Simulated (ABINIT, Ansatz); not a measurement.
**SrO and the pressure, program beside program**

The cell as given:

Space group Fm-3m (No. 225). a = 5.133 Å, b = 5.133 Å, c = 5.133 Å, α = 90.00°, β = 90.00°, γ = 90.00°
```csv
atom,site,symmetry,x,y,z
Sr,4b,m-3m,0.5000,0.0000,0.0000
O,4a,m-3m,0.0000,0.0000,0.0000
```

Kept alike: task relaxation of cell and atoms; functional PBE; k mesh 9 × 9 × 9; occupations fermi-dirac, width 0.05 eV; no spin polarisation. The mesh is that of the run's cell of 2 atoms. No spin-orbit coupling.

- A: ABINIT, JTH PAW PBE v2.0, cutoff 626 eV
- B: Ansatz, all-electron LAPW, scalar-relativistic

| pressure (GPa) | A: volume (Å³/atom) | B: volume (Å³/atom) |
| --- | --- | --- |
| 0 | 17.501 | 17.523 |
| 5 | 16.601 | ? |
| 10 | 15.911 | 15.934 |
| 20 | 14.857 | 14.882 |

Values hold for each row's relaxed cell, which stops near the pressure aimed at. The runs follow the start's structure, whether or not it is the stable one at these pressures.

Estimate the value left open.

In the median of the other rows B lies +0.023 Å³/atom from the other column, which points to 16.624; the run gave 16.628 Å³/atom, +0.004 from it.

Both programs describe the same compression of rock-salt SrO, and the volume lost per unit of pressure shrinks steadily from 0 to 20 GPa. This stiffening is typical of an ionic oxide: as the ions approach, the overlap repulsion between the filled O 2p and Sr 4p shells rises much faster than the Madelung attraction. The large, soft oxide ion probably takes up much of the compression.

B gives the larger volume in every row, by an amount that hardly changes with pressure, which is why the estimate from the other rows works so well. The near-constant offset probably reflects small differences between the PAW dataset and the all-electron treatment. The remaining +0.004 Å³/atom at 5 GPa is too small to suggest a change in bonding, since a minor difference in residual stress would suffice. The close agreement supports the numerical consistency of the two PBE compression curves, but it does not test PBE itself, whose usual tendency to overestimate the volumes of ionic oxides would be common to both.
